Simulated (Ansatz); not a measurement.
**Cold compression of Ga (bcc type)**

```yaml
crystal:
  lattice:
    - [-1.68782, 1.68782, 1.68782]
    - [1.68782, -1.68782, 1.68782]
    - [1.68782, 1.68782, -1.68782]
  atoms:
    - { symbol: Ga, position: [0.00000, 0.00000, 0.00000] }
```

The cell comes from a relaxation on PAW files under the same functional, begun from a prototype that needn't be the stable phase.

Its volume is scaled at fixed shape and fractional positions.

Level of theory: DFT with PBE, scalar-relativistic, in Ansatz 0.2.0; a Γ-centred 16×16×16 k mesh, Fermi–Dirac smearing of 0.08 eV, no spin polarisation. LAPW: all electrons, basis error target 1 meV/atom; PAW: frozen-core files, cutoff 420 eV; crystal datasets: all electrons, by PAW datasets that the program makes for each cell; norm-conserving: pseudopotentials, cutoff 1088 eV; PAW (partial waves polarizable): frozen-core files, cutoff 420 eV.

Energies are extrapolated to zero smearing and count from the unscaled cell; pressure is positive in compression; gaps take the mesh and a band path. No temperature or zero-point motion is included.

```json
{"V/V0": "1.00", "V (Å³/atom)": "19.23", "P LAPW (GPa)": "0.05", "ΔE LAPW (eV/atom)": "0.000", "P PAW − LAPW (GPa)": "-0.02", "ΔE PAW − LAPW (meV/atom)": "0.0"}
{"V/V0": "0.88", "V (Å³/atom)": "16.92", "P LAPW (GPa)": "8.29", "ΔE LAPW (eV/atom)": "0.053", "P PAW − LAPW (GPa)": "-0.04", "ΔE PAW − LAPW (meV/atom)": "-0.4"}
{"V/V0": "0.78", "V (Å³/atom)": "15.00", "P LAPW (GPa)": "21.6", "ΔE LAPW (eV/atom)": "0.224", "P PAW − LAPW (GPa)": "-0.05", "ΔE PAW − LAPW (meV/atom)": "-0.9"}
{"V/V0": "0.68", "V (Å³/atom)": "13.08", "P LAPW (GPa)": "46.9", "ΔE LAPW (eV/atom)": "0.617", "P PAW − LAPW (GPa)": "-0.08", "ΔE PAW − LAPW (meV/atom)": "-1.6"}
{"V/V0": "0.58", "V (Å³/atom)": "11.15", "P LAPW (GPa)": "97.4", "ΔE LAPW (eV/atom)": "1.448", "P PAW − LAPW (GPa)": "-0.16", "ΔE PAW − LAPW (meV/atom)": "-3.0"}
{"V/V0": "0.50", "V (Å³/atom)": "9.62", "P LAPW (GPa)": "?", "ΔE LAPW (eV/atom)": "?", "P PAW − LAPW (GPa)": "?", "ΔE PAW − LAPW (meV/atom)": "?"}
{"V/V0": "0.43", "V (Å³/atom)": "8.27", "P LAPW (GPa)": "305.6", "ΔE LAPW (eV/atom)": "4.690", "P PAW − LAPW (GPa)": "-0.18", "ΔE PAW − LAPW (meV/atom)": "-5.6"}
```

(1) Fit the Vinet equation to the LAPW pressures shown (residuals weighted by 1/(|P| + 0.03·Pmax)), and predict the pressure of the withheld row.

(2) At the smallest volume, how far do crystal datasets and norm-conserving and PAW (partial waves polarizable) lie from LAPW in pressure?

(3) How do the Löwdin populations by LAPW change from the unscaled cell to the last row?

Answers

(1) The fit gives V0 = 19.27 Å³/atom, B0 = 43.9 GPa and B0′ = 5.54. At 9.62 Å³/atom, x = (V/V0)^(1/3) = 0.7931, and P = 3·B0·(1 − x)/x²·exp[1.5·(B0′ − 1)·(1 − x)] = 177.3 GPa. The run itself gave 176.2 GPa (+0.6 % off) and ΔE = 2.722 eV/atom.

(2) crystal datasets: 0.00 GPa; norm-conserving: +2.08 GPa; PAW (partial waves polarizable): -0.18 GPa, on a LAPW pressure of 305.6 GPa.

(3) Ga 3s 1.99 → 1.95, Ga 4s 1.32 → 0.90, Ga 4p 1.69 → 2.19, Ga 3d 9.99 → 9.96 electrons an atom. These are projections on the shells that the free atoms fill; 0.02 e a cell lies outside them at the start and 0.03 e at the end.
